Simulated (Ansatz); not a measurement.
Crystal: Gd.

```
Gd
1.0
     3.63600    0.00000    0.00000
    -1.81800    3.14887    0.00000
     0.00000    0.00000    5.78260
Gd
2
Direct
  0.66667 0.33333 0.75000
  0.33333 0.66667 0.25000
```

Base run:

```yaml
Program: Ansatz 0.2.0
Functional: PBE
Potentials_or_basis: all-electron LAPW, scalar-relativistic
Cutoff: 156 eV
Density_cutoff: 624 eV
Basis_error_allowed: 0.001 eV/atom
k_mesh: 8 × 8 × 5
Occupations: fermi-dirac, width 0.05 eV
Spin: collinear spin, ferromagnetic start
Starting_moments: "[7.0, 7.0] μB"
```

Its results: pressure 0.6 GPa; net moment 15.23 μB per cell; site moments Gd +7.46 μB.

Question: The run is repeated on the same cell with these changes: functional from PBE to PBEsol. What comes out?

Answer: Pressure -1.8 GPa; net moment 15.21 μB per cell; site moments Gd +7.45 μB.

PBEsol binds more tightly than PBE, so the same cell stands under less pressure.

Caveats: an open f shell can end in a state above the lowest.

Not every run made on this cell is shown here.
